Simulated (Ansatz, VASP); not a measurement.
# One calculation of LiF, two programs

The input INCAR:

```
PREC = Accurate
ENCUT = 520
EDIFF = 1E-7
ISMEAR = 0
SIGMA = 0.02
LREAL = False
LASPH = True
NELM = 100
ALGO = Normal
ISIF = 2
LWAVE = False
LCHARG = False
NBANDS = 12
```

The input KPOINTS:

```
regular mesh
0
Gamma
  10 10 10
```

Contents of POSCAR:

```
LiF
1.0
    2.5698223227      0.0000000000      0.0000000000
    0.0000000000      2.5698223227      0.0000000000
    0.0000000000      0.0000000000      2.5698223227
Li F
1 1
Direct
    0.0000000000      0.0000000000      0.0000000000
    0.5000000000      0.5000000000      0.5000000000
```

Input for Ansatz:

```yaml
crystal:
  lattice:
    - [2.5698223227, 0.0, 0.0]
    - [0.0, 2.5698223227, 0.0]
    - [0.0, 0.0, 2.5698223227]
  atoms:
    - { symbol: Li, position: [0.0, 0.0, 0.0] }
    - { symbol: F, position: [0.5, 0.5, 0.5] }
basis:
  ecutwfc: 420
kpoints:
  mp_grid: { grid: [10, 10, 10] }
hamiltonian:
  xc: lda
scf:
  occupations: { method: gaussian, width: 0.02 }
output:
  forces: true
  stress: true
  eigenvalues: true
  populations: true
```

Alike in both runs: task single point; functional LDA; k mesh 10 × 10 × 10; occupations gaussian, width 0.02 eV; no spin polarisation.

|  | VASP | Ansatz |
| --- | --- | --- |
| version | VASP 6.6.1 | Ansatz 0.2.0 |
| potentials or method | VASP PAW LDA potentials, release 64 (Li_sv, F) | scalar-relativistic, plane waves, PAW |
| plane-wave cutoff (eV) | 520 | 420 |
| valence electrons in the cell | 10 | 10 |

```csv
,VASP,Ansatz,Ansatz less VASP
gap on the k mesh at the Fermi level (eV),7.21,7.21,+0.004
least direct gap on the mesh (eV),7.88,7.88,+0.004
```

 A k mesh can miss the band edges.
